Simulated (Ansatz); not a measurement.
**181Ta nuclear quadrupole resonance in TaN under strain**

Cell: a structure deposited in the COD, relaxed with PBE at fixed cell and then changed (z stretched by 3 %, ions relaxed).

```
CELL_PARAMETERS angstrom
2.93800 0.00000 0.00000
-1.46900 2.54438 0.00000
0.00000 0.00000 2.96949
ATOMIC_POSITIONS crystal
Ta 0.33333 0.66667 0.50000
N 0.00000 0.00000 0.00000
```

Atoms are numbered from 1 in the order listed; like atoms form one site, named after its first atom.

All values are calculated (Ansatz; DFT, PBE, plane waves and PAW, scalar-relativistic, collinear spin, 420 eV cutoff, Γ-centred 18×18×16 k-points, Fermi–Dirac smearing 0.05 eV), not measured. Start moments as typed (μB): 2 on each Ta, none on the rest.

181Ta: I = 7/2, Q = 3170 mb (year-2017 value). Static lattice, zero field.

(1) The simulated lines lie at 42.1, 84.1, 126.2 MHz. What are |C_Q|, η and |V_zz| at Ta?

Results:

(1) For I = 7/2 and η = 0 the lines are |C_Q|/14 times 1, 2 and 3; η shifts the lowest up most. Here |C_Q| = 589 MHz, η = 0.00 and |V_zz| = 7.68 × 10²¹ V/m². The calculation gives V_zz positive; the lines don't show the sign. The site has 6 N at 2.25 Å.

An axis of threefold or higher order runs through Ta, so V_zz lies along it and η is zero.

The run finds no gap above 0.1 eV (a metal, or nearly one), so the gradients can move by 10 % or more with the k-mesh. Without spin–orbit coupling the gradients at and beside Ta can be off by some per cent, at some sites by more. With these PAW files V_zz is typically within 2 to 3 % of all-electron values, but misses above 10 % occur on Ta. Semilocal functionals make gaps too small and can close them, so the real compound need not be a metal. At this changed cell the PBE pressure is -6 GPa. The start moments die out, and the run ends without spin.

The relaxation (1 step) took 25 s of wall time (23 s of CPU time) and 0.6 GiB at its peak, on 1 thread of Intel Xeon 6975P-C (Granite Rapids) (x86_64; 16 cores open to the job, memory cap 3.0 GiB, no GPU), a shared host with a load of 1.3 a core.
